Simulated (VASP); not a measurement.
Input of a VASP 6.6.1 run:

File INCAR:

```
  ALGO = Normal
  EDIFF = 1E-7
  ENCUT = 450
  GGA = PE
  ISIF = 2
  ISMEAR = 0
  LASPH = True
  LCHARG = True
  LELF = True
  LREAL = False
  LVHAR = True
  LWAVE = False
  NELM = 100
  PREC = Accurate
  SIGMA = 0.02
```

Contents of KPOINTS:

```
k-points
0
Gamma
  4 4 4
```

Contents of POSCAR:

```
KI
1.0
    4.2911966600      0.0000000000      0.0000000000
    0.0000000000      4.2911966600      0.0000000000
    0.0000000000      0.0000000000      4.2911966600
I K
1 1
Direct
    0.5000000000      0.5000000000      0.5000000000
    0.0000000000      0.0000000000      0.0000000000
```

Potentials or basis: VASP PAW PBE potentials, release 64 (I_GW, K_sv_GW).

Launch:

```sh
$ cat potpaw_PBE.64/I_GW/POTCAR potpaw_PBE.64/K_sv_GW/POTCAR > POTCAR
$ mpirun -np 1 vasp_std > vasp.out
```

Q: Estimate the band gap on the k mesh.

A: 3.32 eV, indirect (least direct gap 3.68 eV).

Q: What does it give for the pressure?

A: 0.4 GPa.

Caveat: spin-orbit coupling is left out, which moves the levels of the heavy elements. A k mesh can miss the band edges.
